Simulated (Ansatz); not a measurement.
## MgI₂ (CdI2 type): gap against strain (isotropic on every length)

MgI₂ built on the CdI2 prototype, relaxed with r2SCAN+rVV10 in Ansatz 0.2.0, then strained (isotropic on every length; changes of length per length, axes as in the cell below) with the atoms relaxed again within the symmetry that is left. It is trigonal, P-3m1 (No. 164); a = 4.157 Å, c = 6.873 Å in the conventional setting, 34.29 Å³ an atom. Around Mg lie 6 I at 2.92 Å; around I lie 3 Mg at 2.92 Å. The values are computed, spin-unpolarised, and not measurements.

```
CELL_PARAMETERS angstrom
4.15721 0.00000 0.00000
-2.07861 3.60025 0.00000
0.00000 0.00000 6.87333
ATOMIC_POSITIONS crystal
Mg 0.00000 0.00000 0.00000
I 0.33333 0.66667 0.24262
I 0.66667 0.33333 0.75738
```

Gaps are the least over each mesh (PBE 12×12×4, r2SCAN 12×12×4, HSE06 6×6×4 when unstrained) and the special points, which keep their unstrained names.

| strain (%) | gap, PBE (eV) | gap, r2SCAN (eV) | gap, HSE06 (eV) | edges, HSE06 |
| --- | --- | --- | --- | --- |
| -4.0 | 3.428 | 4.054 | 4.370 | Γ → (0, 0.458, 0.326) |
| -1.5 | 3.491 | 4.110 | 4.441 | Γ → (0, 0.464, 0.323) |
| 0.0 | 3.513 | 4.129 | 4.468 | Γ → (1/2, 0, 0.350) |

**Question.** Estimate the row for a strain of +1.5 %.

**Answer.**

| strain (%) | gap, PBE (eV) | gap, r2SCAN (eV) | gap, HSE06 (eV) | edges, HSE06 |
| --- | --- | --- | --- | --- |
| +1.5 | 3.484 | 4.096 | 4.440 | Γ → (0, 0.471, 0.318) |

Between zero and the nearest strains the slope of the HSE06 gap against strain is +0.017 eV per percent for negative and -0.018 for positive strain.

Spin-orbit coupling is left out, which matters wherever the heavy atoms make up the band edges.

Where an edge lies off the special points, it is a point of the mesh or the k point where a search put PBE's edge or least direct gap, reused for the other functionals, whose own edges may lie a little apart.

The meshes of the hybrids are coarse, so their gaps aren't converged to the digits shown.
